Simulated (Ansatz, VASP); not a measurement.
WS in VASP and in Ansatz

```
CELL_PARAMETERS angstrom
2.96724 0.00000 0.00000
0.00000 2.96724 0.00000
0.00000 0.00000 2.96724
ATOMIC_POSITIONS crystal
W 0.50000 0.50000 0.50000
S 0.00000 0.00000 0.00000
```

Change from the starting cell: volume scaled by 0.96.

Alike in both runs: task single point; functional PBE; k mesh 9 × 9 × 9; occupations fermi-dirac, width 0.05 eV; no spin polarisation.

|  | VASP | Ansatz |
| --- | --- | --- |
| version | VASP 6.6.1 | Ansatz 0.2.0 |
| potentials or method | VASP PAW PBE potentials, release 64 (W_sv, S) | Ansatz PAW |
| plane-wave cutoff (eV) | 520 | 420 |
| valence electrons in the cell | 20 | 20 |

|  | VASP | Ansatz | Ansatz less VASP |
| --- | --- | --- | --- |
| gap on the k mesh at the Fermi level (eV) | none | none | - |
| pressure (GPa) | 11.8 | 11.3 | -0.51 |

A gap of «none» marks a metal or a gap that the smearing closes.

The runs have no spin-orbit coupling, so splittings on W are missing.
